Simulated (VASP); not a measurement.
**VASP 6.6.1 run: LiF**

INCAR

```
LREAL = .TRUE.
ISIF = 2
NBANDS = 12
LCHARG = .FALSE.
LWAVE = .FALSE.
EDIFF = 1E-7
PREC = Low
LASPH = .TRUE.
IBRION = -1
ENCUT = 520
NELM = 85
ALGO = Normal
NSW = 0
ISMEAR = 0
METAGGA = R2SCAN
SIGMA = 0.01
```

KPOINTS

```
KPOINTS created by Atomic Simulation Environment
0
Gamma
10 10 10
0 0 0
```

POSCAR

```
Li F
 1.0000000000000000
    -0.0554579359000000    1.9992599537000000    1.9992599537000000
     1.9992599537000000   -0.0554579359000000    1.9992599537000000
     1.9992599537000000    1.9992599537000000   -0.0554579359000000
 Li  F
   1   1
Cartesian
  0.0000000000000000  0.0000000000000000  0.0000000000000000
  1.9715309857499994  1.9715309857499994  1.9715309857499996
```

The recommended PBE PAW datasets give the neutral cell 10 valence electrons.

Command

```
mpirun -np 1 vasp_std
```

Q: Predict the outcome of this run.

A: It converged. Results: gap between bands v and c on the k mesh 9.87 eV; least direct gap on the k mesh 9.87 eV; pressure -15.3 GPa. Band v is the last that the valence electrons fill when counted band by band, and c is the next.

OSZICAR

```
N       E                     dE             d eps       ncg     rms          rms(c)
DAV:   1     0.282666514474E+02    0.28267E+02   -0.54055E+03  2880   0.858E+02
DAV:   2    -0.138098246109E+02   -0.42076E+02   -0.41154E+02  3364   0.194E+02
DAV:   3    -0.149404429311E+02   -0.11306E+01   -0.11279E+01  3768   0.279E+01
DAV:   4    -0.149518452958E+02   -0.11402E-01   -0.11402E-01  3260   0.291E+00
DAV:   5    -0.149519801680E+02   -0.13487E-03   -0.13487E-03  3868   0.235E-01    0.389E+00
DAV:   6    -0.118858129167E+02    0.30662E+01   -0.71372E-01  2876   0.612E+00    0.149E+00
DAV:   7    -0.118880082696E+02   -0.21954E-02   -0.46077E-01  3336   0.475E+00    0.119E+00
DAV:   8    -0.120137733372E+02   -0.12577E+00   -0.98289E-01  3040   0.675E+00    0.253E+00
DAV:   9    -0.118874948302E+02    0.12628E+00   -0.66665E-01  2972   0.521E+00    0.126E-01
DAV:  10    -0.118871735264E+02    0.32130E-03   -0.62818E-03  3316   0.824E-01    0.164E-01
DAV:  11    -0.118870509425E+02    0.12258E-03   -0.31345E-04  3164   0.150E-01    0.924E-02
DAV:  12    -0.118869112887E+02    0.13965E-03   -0.93735E-04  3192   0.203E-01    0.490E-03
DAV:  13    -0.118869086829E+02    0.26058E-05   -0.80321E-06  3340   0.287E-02    0.262E-03
DAV:  14    -0.118869095878E+02   -0.90492E-06   -0.12675E-07  3736   0.338E-03    0.163E-03
DAV:  15    -0.118869089350E+02    0.65284E-06   -0.24611E-07  2428   0.349E-03    0.576E-05
DAV:  16    -0.118869088764E+02    0.58532E-07   -0.31496E-09  1504   0.591E-04
   1 F= -.11886909E+02 E0= -.11886909E+02  d E =-.116333-151
```

Standard output (part)

```
POSCAR found type information on POSCAR LiF
 POSCAR found :  2 types and       2 ions
|     You have a (more or less) 'small supercell' and for smaller cells       |
|     it is recommended to use the reciprocal-space projection scheme!        |
|     The real-space optimization is not efficient for small cells and it     |
|     is also less accurate ...                                               |
|     Therefore, set LREAL=.FALSE. in the INCAR file.                         |
|     The real-space projection scheme for the treatment of the non-local     |
|     real-space optimization of all non-local projectors! BE WARNED that     |
|     a calculation using the real-space projection scheme together with      |
|     non-local projectors which were not real-space optimized (according     |
|     to the plane-wave cutoff used in this calculation) might give more      |
|     or less inaccurate results. I hope you know what you are doing.         |
 LDA part: xc-table for (None), standard interpolation
 POSCAR, INCAR and KPOINTS ok, starting setup
 WAVECAR not read
 entering main loop
```

These settings aren't sound, so the numbers aren't properties of the crystal.

On sound settings r²SCAN gives a gap of 9.94 eV on its mesh and a pressure of -4.3 GPa for the intended cell.
